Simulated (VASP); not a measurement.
# Tc (P6_3/mmc) in VASP: further runs

The runs below take Tc through single point, with PBE.

Program: VASP 6.6.1. These are calculated values, not measurements. Logs are shortened: lines on timing, memory, paths and dates and some standing lists are left out, and cuts for length are marked.

## Step 1: The crystal as given

It takes space group P6_3/mmc (No. 194, hexagonal). The conventional cell has a = 2.740 Å, b = 2.740 Å, c = 4.398 Å, α = 90.00°, β = 90.00°, γ = 120.00°. Tc (site symmetry -6m2) has 12 Tc at 2.71 to 2.74 Å as nearest neighbours.

## Step 2: Single point, PBE

INCAR

```
SYSTEM = Tc
PREC     = Accurate       ! precision mode
ENCUT    = 450            ! plane-wave cutoff, eV
EDIFF    = 1E-6           ! SCF threshold, eV
ISMEAR   = 0              ! smearing method
SIGMA    = 0.1            ! smearing width, eV
LREAL    = .False.        ! projectors in reciprocal space
LASPH    = .True.         ! aspherical terms in the spheres
NELM     = 100            ! most SCF steps
ALGO     = Normal         ! electronic algorithm
ISIF     = 2              ! what is computed and relaxed
LWAVE    = .False.        ! write WAVECAR
LCHARG   = .False.        ! write CHGCAR
GGA      = PE             ! functional
ADDGRID  = .False.
```

KPOINTS

```
regular mesh
0
Gamma
  12 12 6
  0 0 0
```

POSCAR

```
Tc
1.0
    2.7400000000      0.0000000000      0.0000000000
   -1.3700000000      2.3729096064      0.0000000000
    0.0000000000      0.0000000000      4.3980000000
Tc
2
Direct
    0.6666666667      0.3333333333      0.7500000000
    0.3333333333      0.6666666667      0.2500000000
```

Potentials or basis: VASP PAW PBE potentials, release 64 (Tc_pv).

Started as:

```
> cat potpaw_PBE.64/Tc_pv/POTCAR > POTCAR
> mpirun -np 1 vasp_std > vasp.out
```

OUTCAR:

```text
SYSTEM = Tc
   PREC = Accurate
   ENCUT = 450
   EDIFF = 1E-6
   ISMEAR = 0
   LREAL = .False.
   LASPH = .True.
   NELM = 100
   ISIF = 2
   GGA = PE

 Found     76 irreducible k-points:

 Following reciprocal coordinates:
            Coordinates               Weight
  0.000000  0.000000  0.000000      1.000000
  0.083333  0.000000  0.000000      6.000000
  0.166667 -0.000000  0.000000      6.000000
  0.250000 -0.000000  0.000000      6.000000
  0.333333 -0.000000  0.000000      6.000000
  0.416667  0.000000  0.000000      6.000000
   k-points           NKPTS =     76   k-points in BZ     NKDIM =     76   number of bands    NBANDS=     17
   number of dos      NEDOS =    301   number of ions     NIONS =      2
   total plane-waves  NPLWV =  12000
   dimension x,y,z NGX =    20 NGY =   20 NGZ =   30
   dimension x,y,z NGXF=    40 NGYF=   40 NGZF=   60
   ions per type =               2
   NGX,Y,Z   is equivalent  to a cutoff of  12.13, 12.13, 11.34 a.u.
   NGXF,Y,Z  is equivalent  to a cutoff of  24.27, 24.27, 22.68 a.u.
 SYSTEM =  Tc
   PREC   = accura    normal or accurate (medium, high low for compatibility)
   ISTART =      0    job   : 0-new  1-cont  2-samecut
   ICHARG =      2    charge: 1-file 2-atom 10-const
   ISPIN  =      1    spin polarized calculation?
   LNONCOLLINEAR =      F non collinear calculations
   LSORBIT =      F    spin-orbit coupling
   LASPH  =      T    aspherical Exc in radial PAW
   ENCUT  =  450.0 eV  33.07 Ry    5.75 a.u.   4.74  4.74  7.61*2*pi/ulx,y,z
   NELM   =    100;   NELMIN=  2; NELMDL= -5     # of ELM steps
   EDIFF  = 0.1E-05   stopping-criterion for ELM
   LREAL  =      F    real-space projection
   EDIFFG = 0.1E-04   stopping-criterion for IOM
   NSW    =      0    number of steps for IOM
   IBRION =     -1    ionic relax: 0-MD 1-quasi-New 2-CG
   NFREE  =      0    steps in history (QN), initial steepest desc. (CG)
   ISIF   =      2    stress and relaxation
   ISYM   =      2    0-nonsym 1-usesym 2-fastsym
   POTIM  = 0.5000    time-step for ionic-motion
   TEBEG  =    0.0;   TEEND  =   0.0 temperature during run
   PSTRESS=    0.0 pullay stress
   NELECT =      26.0000    total number of electrons
   NUPDOWN=      -1.0000    fix difference up-down
   EMIN   =  10.00;   EMAX   =-10.00  energy-range for DOS
   EFERMI =   0.00;   METHOD = LEGACY
   ISMEAR =     0;   SIGMA  =   0.10  broadening in eV -4-tet -1-fermi 0-gaus
   EFERMI_NEDOS =   21; number of points for ismear=-14 and -15
   IALGO  =     38    algorithm
   IMIX   =      4    mixing-type and parameters
     AMIX     =   0.40;   BMIX     =  1.00
     AMIX_MAG =   1.60;   BMIX_MAG =  1.00
  volume/ion in A,a.u.               =      14.30        96.48
  Fermi-wavevector in a.u.,A,eV,Ry     =   1.586002  2.997108 34.224109  2.515401
  Thomas-Fermi vector in A             =   2.685380
   LORBIT       =      0    0 simple, 1 ext, 2 COOP (PROOUT), +10 PAW based schemes
   GGA     = PE    functional components
   LHFCALC =     F    Hartree Fock is set to
   AEXX    =    0.0000 exact exchange contribution
   IVDW    =     0    specifies the selected vdW correction
   LEPSILON=     F    determine dielectric tensor
   LRPA    =     F    only Hartree local field effects (RPA)
 non-spin polarized calculation
 Gauss-broadening in eV      SIGMA  =   0.10
  energy-cutoff  :      450.00
  volume of cell :       28.59
 maximum number of plane-waves:       640
 NGX is ok and might be reduce to    20
   NGX =  9   NGY =  9   NGZ = 15

 number of electron      25.9999997 magnetization

 Free energy of the ion-electron system (eV)
  ---------------------------------------------------
  ext. energy  EPLUGINS =         0.00000000
  ---------------------------------------------------
  free energy    TOTEN  =       -20.69945963 eV

  energy without entropy =      -20.69000581  energy(sigma->0) =      -20.69473272

 E-fermi :  12.6569     XC(G=0): -13.8023

 val. band max:       12.6420159104   @ k =   0.1667   0.0833   0.1667
 cond. band min:      12.6788242216   @ k =   0.3333  -0.0000   0.5000
 fundamental gap:      0.0368083112
 Fermi energy:        12.6568765854

 k-point     1 :       0.0000    0.0000    0.0000
  band No.  band energies     occupation
      1     -26.7837      2.00000
      2     -25.6745      2.00000
      3     -25.6745      2.00000
      4     -25.4895      2.00000
      5     -25.4895      2.00000
      6     -25.4534      2.00000
[... 9 lines left out ...]
     16      14.3322      0.00000
     17      15.1997      0.00000

 k-point     2 :       0.0833    0.0000    0.0000
  band No.  band energies     occupation
      1     -26.7555      2.00000
      2     -25.7387      2.00000
      3     -25.6956      2.00000
      4     -25.5555      2.00000
      5     -25.4983      2.00000
      6     -25.4652      2.00000
[... 9 lines left out ...]
     16      13.1762      0.00000
     17      15.3085      0.00000

 k-point     3 :       0.1667   -0.0000    0.0000
  band No.  band energies     occupation
      1     -26.6755      2.00000
      2     -25.9135      2.00000
      3     -25.7505      2.00000
      4     -25.7323      2.00000
      5     -25.5241      2.00000
      6     -25.5014      2.00000
[... 9 lines left out ...]
     16      12.6402      1.18627
     17      15.5358      0.00000

 k-point     4 :       0.2500   -0.0000    0.0000
  band No.  band energies     occupation
      1     -26.5533      2.00000
      2     -26.1509      2.00000
      3     -25.9640      2.00000
      4     -25.8221      2.00000
      5     -25.5619      2.00000
      6     -25.5618      2.00000
[... 9 lines left out ...]
     16      13.5516      0.00000
     17      15.7461      0.00000

 k-point     5 :       0.3333   -0.0000    0.0000
  band No.  band energies     occupation
      1     -26.4091      2.00000
      2     -26.3869      2.00000
      3     -26.1865      2.00000
      4     -25.8912      2.00000
      5     -25.6443      2.00000
      6     -25.6015      2.00000
[... 9 lines left out ...]
     16      14.6203      0.00000
     17      15.8870      0.00000

 k-point     6 :       0.4167    0.0000    0.0000
  band No.  band energies     occupation
      1     -26.5578      2.00000
      2     -26.3435      2.00000
      3     -26.2740      2.00000
      4     -25.9403      2.00000
      5     -25.7338      2.00000
      6     -25.6314      2.00000
[... 9 lines left out ...]
     16      15.9605      0.00000
     17      16.3461      0.00000

 [... further k-points ...]
[... 5 lines left out ...]
  --------------------------------------------------------------------------------------
  -------------------------------------------------------------------------------------
  Total        0.3189939      0.3189939      0.1964972      0.0000000     -0.0000000      0.0000000
  in kB       17.8733527     17.8733527     11.0098163      0.0000000     -0.0000000      0.0000000
  external PRESSURE =      15.5855072 kB  Pullay stress =       0.0000000 kB

 VOLUME and BASIS-vectors are now :
 -----------------------------------------------------------------------------
  energy-cutoff  :      450.00
  volume of cell :       28.59
      direct lattice vectors                 reciprocal lattice vectors
     2.740000000  0.000000000  0.000000000     0.364963504  0.210711777  0.000000000
    -1.370000000  2.372909606  0.000000000     0.000000000  0.421423554  0.000000000
     0.000000000  0.000000000  4.398000000     0.000000000  0.000000000  0.227376080

 POSITION                                       TOTAL-FORCE (eV/Angst)
 -----------------------------------------------------------------------------------
      1.37000      0.79097      3.29850         0.000000      0.000000      0.000000
     -0.00000      1.58194      1.09950        -0.000000      0.000000      0.000000
 -----------------------------------------------------------------------------------
    total drift:                               -0.000000      0.000000     -0.000000

  FREE ENERGIE OF THE ION-ELECTRON SYSTEM (eV)
  ---------------------------------------------------
  free  energy   TOTEN  =       -20.6994596324 eV

  energy  without entropy=      -20.6900058149  energy(sigma->0) =      -20.69473272
```

It took 31 s on 1 thread of AMD EPYC 7R43 (Zen 3), shared host; peak memory 0.11 GiB.

The run converged, but some of its settings lie outside the range that counts as converged, so its numbers aren't taken as properties of the crystal.

What came out:

```
Free energy            : -20.6995 eV
Pressure               : 1.6 GPa
Band gap on the k mesh : none (metal or under the smearing width)
```

## Step 3: Single point, PBE

INCAR: that of step 2 with these lines changed.

```diff
@@ -5,3 +5,3 @@
 ISMEAR   = 0              ! smearing method
-SIGMA    = 0.1            ! smearing width, eV
+SIGMA    = 0.4            ! smearing width, eV
 LREAL    = .False.        ! projectors in reciprocal space
```

KPOINTS is that of step 2.

POSCAR is that of step 2.

Potentials or basis: VASP PAW PBE potentials, release 64 (Tc_pv).

Started as:

```
> cat potpaw_PBE.64/Tc_pv/POTCAR > POTCAR
> mpirun -np 1 vasp_std > vasp.out
```

Run time: 27 s. Hardware: 1 thread of AMD EPYC 7R43 (Zen 3), shared host; peak memory 0.11 GiB.

These settings aren't checked as converged: the numbers below hold their error.

Results:

| Property | Result |
| --- | --- |
| Free energy | -20.7782 eV |
| Pressure | 2.2 GPa |
| Band gap on the k mesh | none (metal or under the smearing width) |

## Step 4: Single point, PBE

INCAR: that of step 3 with these lines changed.

```diff
@@ -5,3 +5,3 @@
 ISMEAR   = 0              ! smearing method
-SIGMA    = 0.4            ! smearing width, eV
+SIGMA    = 0.2            ! smearing width, eV
 LREAL    = .False.        ! projectors in reciprocal space
```

KPOINTS is that of step 3.

POSCAR is that of step 3.

Started as:

```
> cat potpaw_PBE.64/Tc_pv/POTCAR > POTCAR
> mpirun -np 1 vasp_std > vasp.out
```

Wall time 34 s (1 thread of AMD EPYC 7R43 (Zen 3), shared host); peak memory 0.11 GiB.

These settings aren't checked as converged: the numbers below hold their error.

What came out:

| Property | Result |
| --- | --- |
| Free energy | -20.7142 eV |
| Pressure | 1.7 GPa |
| Band gap on the k mesh | none (metal or under the smearing width) |

## Step 5: For comparison

An earlier run on the cell as given: functional PBE; potentials or basis VASP PAW PBE potentials, release 64 (Tc_pv); cutoff 520 eV; k mesh 11 × 11 × 6; occupations fermi-dirac, width 0.05 eV; no spin polarisation.

* Pressure: 2.3 GPa
* Band gap on the k mesh: none (metal or under the smearing width)
